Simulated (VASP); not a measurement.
A run of VASP 6.6.1 is set up as follows.

Contents of POSCAR:

```
Cu2O
1.0
    4.2600000000      0.0000000000      0.0000000000
    0.0000000000      4.2600000000      0.0000000000
    0.0000000000      0.0000000000      4.2600000000
Cu O
4 2
Direct
    0.7500000000      0.2500000000      0.7500000000
    0.7500000000      0.7500000000      0.2500000000
    0.2500000000      0.7500000000      0.7500000000
    0.2500000000      0.2500000000      0.2500000000
    0.5000000000      0.5000000000      0.5000000000
    0.0000000000      0.0000000000      0.0000000000
```

Contents of INCAR.step1:

```
PREC = Accurate ; ENCUT = 520
EDIFF = 1E-6 ; ISMEAR = 0
SIGMA = 0.05 ; LREAL = False
LASPH = True ; NELM = 100
ALGO = Normal ; ISIF = 2
LWAVE = False ; LCHARG = True
LMAXMIX = 4 ; GGA = BF
LUSE_VDW = True ; ZAB_VDW = -1.8867
NBANDS = 49
```

File KPOINTS.step1:

```
regular mesh
0
Gamma
  6 6 6
```

File INCAR.step2:

```
PREC = Accurate ; ENCUT = 520
EDIFF = 1E-6 ; ISMEAR = 0
SIGMA = 0.05 ; LREAL = False
LASPH = True ; NELM = 100
ALGO = Normal ; ISIF = 2
LWAVE = False ; LCHARG = False
LMAXMIX = 4 ; GGA = BF
LUSE_VDW = True ; ZAB_VDW = -1.8867
NBANDS = 49 ; ICHARG = 11
```

Contents of KPOINTS.step2:

```
path GXMGRX,MR
15
line-mode
reciprocal
 0.0000000000  0.0000000000  0.0000000000  G
 0.0000000000  0.5000000000  0.0000000000  X

 0.0000000000  0.5000000000  0.0000000000  X
 0.5000000000  0.5000000000  0.0000000000  M

 0.5000000000  0.5000000000  0.0000000000  M
 0.0000000000  0.0000000000  0.0000000000  G

 0.0000000000  0.0000000000  0.0000000000  G
 0.5000000000  0.5000000000  0.5000000000  R

 0.5000000000  0.5000000000  0.5000000000  R
 0.0000000000  0.5000000000  0.0000000000  X

 0.5000000000  0.5000000000  0.0000000000  M
 0.5000000000  0.5000000000  0.5000000000  R
```

Potentials or basis: VASP PAW PBE potentials, release 64 (Cu_pv, O).

The run is started by

```bash
$ cat potpaw_PBE.64/Cu_pv/POTCAR potpaw_PBE.64/O/POTCAR > POTCAR
$ cp INCAR.step1 INCAR
$ cp KPOINTS.step1 KPOINTS
$ mpirun -np 1 vasp_std > vasp.out
$ cp INCAR.step2 INCAR
$ cp KPOINTS.step2 KPOINTS
$ mpirun -np 1 vasp_std > vasp.out
```

Estimate the band gap on the k mesh.

0.62 eV, direct.

Estimate the band gap along the path.

0.62 eV, direct.

Levels at the corners of the path, in eV from the valence-band top:
```
point  band 37  band 38  band 39  band 40  band 41  band 42  band 43  band 44
    Γ    -1.60     0.00     0.00     0.00     0.62     1.46     1.46     8.03
    X    -1.20    -1.20    -0.38    -0.38     2.36     2.36     4.41     4.41
    X    -1.20    -1.20    -0.38    -0.38     2.36     2.36     4.41     4.41
    M    -1.21    -1.21    -0.64    -0.64     2.08     2.08     3.96     3.96
    M    -1.21    -1.21    -0.64    -0.64     2.08     2.08     3.96     3.96
    Γ    -1.60     0.00     0.00     0.00     0.62     1.46     1.46     8.03
    Γ    -1.60     0.00     0.00     0.00     0.62     1.46     1.46     8.03
    R    -0.96    -0.58    -0.58    -0.58     2.65     2.65     2.65     4.97
    R    -0.96    -0.58    -0.58    -0.58     2.65     2.65     2.65     4.97
    X    -1.20    -1.20    -0.38    -0.38     2.36     2.36     4.41     4.41
    M    -1.21    -1.21    -0.64    -0.64     2.08     2.08     3.96     3.96
    R    -0.96    -0.58    -0.58    -0.58     2.65     2.65     2.65     4.97
```

Caveat: the log is that of the step along the path at fixed density, whose energy, stress, charges and moments have no meaning.

**The experiment to reproduce.**

From “Importance of surface oxygen vacancies for ultrafast hot carrier relaxation and transport in Cu2O”, 2021, arxiv:2103.03167, for a bulk crystal of Cu2O: band gap 2.17 eV (direct).

A measured gap of Cu2O is 2.17 eV (direct; quoted in “Importance of surface oxygen vacancies for ultrafast hot carrier relaxation and transport in Cu2O”, 2021, arxiv:2103.03167); the calculated 0.62 eV misses it by -1.55 eV. So large a miss can be the level of theory's own, or it may mean another phase, state or a wrong row. The value is that of BEEF-vdW, without temperature or zero-point motion.
